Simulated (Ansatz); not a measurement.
# SnSe: pressure up to the limit of the methods

The task here is to estimate one member of a computed series from the others.

Method: DFT, PBEsol, PAW with Ansatz's default frozen-core files, scalar-relativistic, in Ansatz 0.2.0.

## The starting structure

The structure is cubic, space group Fm-3m (No. 225). Conventional cell: a = 6.021 Å, b = 6.021 Å, c = 6.021 Å, α = 90.00°, β = 90.00°, γ = 90.00°. Sn (site symmetry m-3m) is surrounded by 6 Se at 3.01 Å. Se (site symmetry m-3m) is surrounded by 6 Sn at 3.01 Å.

Structure file:

```
Sn Se
1.0
     0.00000    3.01043    3.01043
     3.01043    0.00000    3.01043
     3.01043    3.01043    0.00000
Sn Se
1 1
Cartesian
  0.0000 0.0000 0.0000
  3.0104 3.0104 3.0104
```

Whether this phase is the stable one at these pressures isn't tested.

Atoms are numbered in the order of the input: Sn1, Se2.

The first run:

input.yaml

```yaml
crystal:
  lattice:
    - [0.0, 3.0104337128, 3.0104337128]
    - [3.0104337128, 0.0, 3.0104337128]
    - [3.0104337128, 3.0104337128, 0.0]
  atoms:
    - { symbol: Sn, position: [0.0, 0.0, 0.0] }
    - { symbol: Se, position: [0.5, 0.5, 0.5] }
kpoints:
  mp_grid: { grid: [10, 10, 10] }
scf:
  occupations: { method: fermi_dirac, width: 0.05 }
hamiltonian:
  xc: pbesol
  pseudopotentials: { kind: paw }
output:
  forces: true
  stress: true
relax:
  f_tol: 0.01
  max_steps: 30
```

Run with:

```bash
> ansatz run input.yaml --threads 1 --pin off --max-ram 2048MiB --backend cpu --events-out ev --progress --plain --runs-dir out
```

Among the steps run: Atoms relaxed at the given volume, PAW; Volume scaled by 1, PAW; Atoms relaxed at 0.9 of the volume, PAW; Volume scaled by 0.9, PAW; Atoms relaxed at 0.85 of the volume, PAW; Volume scaled by 0.85, PAW; Atoms relaxed at 0.7 of the volume, PAW; Volume scaled by 0.7, PAW.

One of the session's tables, all rows but one given; the rest of the session is left out.

```
method  volume over the first  volume (Å³/atom)  pressure (GPa)
   PAW                      1            27.283           -1.85
   PAW                    0.9                 ?               ?
   PAW                   0.85            23.190            9.24
   PAW                    0.7            19.098           35.42
```

Q: Estimate the row for PAW, 0.9 from the others.

As computed: volume (Å³/atom): 24.554; pressure (GPa): 4.50. In the column «volume (Å³/atom)» it lies between PAW, 0.85 (23.190) and PAW, 1 (27.283).

Caveats from the session: Warnings in the runs' records: stress scf threshold loose, gradients without spin orbit.
